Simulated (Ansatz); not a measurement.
Bi: energy change per atom and pressure as volume scale varies

All results are calculated (Ansatz 0.2.0). Plane-wave DFT, scalar-relativistic PAW made under PBE with cores redone for the functional, no dispersion; the given relaxed cell is scaled uniformly, energy at zero smearing counts from the unscaled cell, pressure at the given Fermi-Dirac smearing is positive in compression.

The cell before it is scaled or strained (space group P6_3/mmc, No. 194):
```
CELL_PARAMETERS angstrom
3.54190 0.00000 0.00000
-1.77100 3.06740 0.00000
0.00000 0.00000 5.82270
ATOMIC_POSITIONS crystal
Bi 0.33333 0.66667 0.25000
Bi 0.66667 0.33333 0.75000
```

Settings of every row: spin polarised no; functional PBE; wave cutoff 420 eV; smearing width 0.1 eV; k mesh 12x12x6.

Atom starting moment: 0 on all atoms.

Limits: no spin-orbit coupling, which can matter with elements this heavy; the cell comes from a prototype or a list of computed structures and needn't be the stable phase.

| row | volume scale | V (Å³/atom) | energy change per atom (meV) | pressure (GPa) |
| --- | --- | --- | --- | --- |
| 1 | 0.88 | 27.835 | 91.16 | 8.9 |
| 2 | 0.92 | 29.1 | 36.49 | 5.22 |
| 3 | 0.96 | 30.365 | 7.83 | 2.28 |
| 4 | 1.04 | 32.895 | 8.8 | -1.95 |
| 5 | 1.08 | 34.161 | 30.92 | -3.44 |
| 6 | 1.12 | 35.426 | ? | ? |

Question: what energy change per atom and pressure should row 6 give?

Worked fit of energy change per atom. Take u = (V_r/V)^(2/3) − 1 with V_r = 30.365 Å³ an atom, which is twice the finite (Eulerian) strain; such expansions in the strain, on which the Birch-Murnaghan equation of state is built, carry the rest volume and the bulk modulus. The shown rows have u = 0.05971, 0.02877, 0, -0.05196, -0.07553. Least squares give energy change per atom = 7.854 + 641.81 × u + 12577.7 × u² meV; a straight line predicts inner rows, each left out in turn, worse (root mean square 26 against 0.39 meV). The rows lie off it by 0.14, -0.24, -0.02, 0.34, -0.21 (root mean square 0.22 meV). The withheld row has u = -0.09767, so the fit gives 7.854 + 641.81 × (-0.09767) + 12577.7 × (-0.09767)² = 65.15 meV.

The calculation gave 63.67 meV. The fit lies 1.48 meV (2.3 % of the value, 1.8 % of the column's range) above it; its largest miss of a shown row is 0.34 meV. This row lies beyond the range of the fit.

Worked fit of pressure. Take u = (V_r/V)^(2/3) − 1 with V_r = 30.365 Å³ an atom, which is twice the finite (Eulerian) strain; such expansions in the strain, on which the Birch-Murnaghan equation of state is built, carry the rest volume and the bulk modulus. The shown rows have u = 0.05971, 0.02877, 0, -0.05196, -0.07553. Least squares give pressure = 2.279 + 95.22 × u + 260 × u² GPa; a straight line predicts inner rows, each left out in turn, worse (root mean square 0.53 against 0.02 GPa). The rows lie off it by 0.01, -0.01, 0.00, 0.02, -0.01. The pressure vanishes at u = -0.0257, or V = 31.58 Å³ an atom, and there the bulk modulus at fixed shape and fractions is B = −V dP/dV = (2/3)(1 + u) dP/du = 53.2 GPa. Letting shape and atoms relax would as a rule lower it, by much in layered, chain or molecular crystals. The withheld row has u = -0.09767, so the fit gives 2.279 + 95.22 × (-0.09767) + 260 × (-0.09767)² = -4.54 GPa.

The calculation gave -4.63 GPa. The fit lies 0.09 GPa (1.9 % of the value, 0.67 % of the column's range) above it; its largest miss of a shown row is 0.02 GPa. This row lies beyond the range of the fit.
